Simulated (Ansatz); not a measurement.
SnO₂: largest V_zz and pressure against volume scale

Periodic Kohn-Sham DFT of a crystal at fixed atoms, scaled to volume_scale times the given cell; pressure positive in compression, energy less spherical unpolarised free atoms, largest_vzz the field gradient of largest size among the nuclei. The results are calculated, by Ansatz 0.2.0.

The cell before it is scaled or strained (space group P4_2/mnm, No. 136):
```
cell vectors (Å)
   4.7373     0.0000     0.0000
   0.0000     4.7373     0.0000
   0.0000     0.0000     3.1864
atoms (fractions of the cell vectors)
Sn  0.00000  0.00000  0.00000
Sn  0.50000  0.50000  0.50000
O   0.30562  0.30562  0.00000
O   0.19438  0.80562  0.50000
O   0.69438  0.69438  0.00000
O   0.80562  0.19438  0.50000
```

Settings of every row: method frozen-core PAW; functional PBE; relativity scalar; k mesh 4x4x6; filling fermi-dirac; smearing width 0.03 eV; wave cutoff 420 eV; paw set soft_2.

Atom start moment: 0 on all atoms.

Limits: field gradient without spin-orbit coupling on heavy atoms.

| row | volume scale | V (Å³/atom) | largest V_zz (1e21 V/m^2) | pressure (GPa) |
| --- | --- | --- | --- | --- |
| 1 | 0.94 | 11.203 | ? | ? |
| 2 | 0.96 | 11.441 | -10.018 | 21.235 |
| 3 | 0.98 | 11.68 | -10.301 | 15.737 |
| 4 | 0.99 | 11.8 | -10.441 | 13.203 |
| 5 | 1 | 11.918 | -10.577 | 10.799 |
| 6 | 1.01 | 12.038 | -10.712 | 8.522 |
| 7 | 1.02 | 12.157 | -10.847 | 6.373 |
| 8 | 1.04 | 12.395 | -11.108 | 2.426 |
| 9 | 1.06 | 12.633 | -11.361 | -1.102 |

Question: what largest V_zz and pressure should row 1 give?

Worked fit of largest V_zz. Take t = volume scale − 1. The shown rows have t = -0.04, -0.02, -0.01, 0, 0.01, 0.02, 0.04, 0.06. Least squares give largest V_zz = −10.5775 − 13.621 × t + 9.3 × t² 1e21 V/m^2; a straight line predicts inner rows, each left out in turn, worse (root mean square 0.007 against 0.00081 1e21 V/m^2). The rows lie off it by 0.000, 0.000, -0.001, 0.001, 0.001, -0.001, -0.001, 0.000. The withheld row has t = -0.06, so the fit gives −10.5775 − 13.621 × (-0.06) + 9.3 × (-0.06)² = -9.727 1e21 V/m^2.

The calculation gave -9.728 1e21 V/m^2. The fit lies 0.001 1e21 V/m^2 (0.061 % of the column's range) above it, one unit of the last digit. This row lies beyond the range of the fit.

Worked fit of pressure. Take u = (V_r/V)^(2/3) − 1 with V_r = 11.978 Å³ an atom, which is twice the finite (Eulerian) strain; such expansions in the strain, on which the Birch-Murnaghan equation of state is built, carry the rest volume and the bulk modulus. The shown rows have u = 0.03105, 0.01694, 0.01003, 0.00335, -0.00333, -0.00984, -0.02256, -0.03487. Least squares give pressure = 9.6523 + 342.622 × u + 981.54 × u² GPa; a straight line predicts inner rows, each left out in turn, worse (root mean square 0.32 against 0.011 GPa). The rows lie off it by -0.002, -0.001, 0.015, -0.012, 0.000, -0.003, 0.004, -0.001 (root mean square 0.0071 GPa). The pressure vanishes at u = -0.0309, or V = 12.56 Å³ an atom, and there the bulk modulus at fixed shape and fractions is B = −V dP/dV = (2/3)(1 + u) dP/du = 182 GPa. Letting shape and atoms relax would as a rule lower it, by much in layered, chain or molecular crystals. The withheld row has u = 0.0456, so the fit gives 9.6523 + 342.622 × (0.0456) + 981.54 × (0.0456)² = 27.317 GPa.

The calculation gave 27.381 GPa. The fit lies 0.064 GPa (0.22 % of the column's range) below it; its largest miss of a shown row is 0.015 GPa. This row lies beyond the range of the fit.
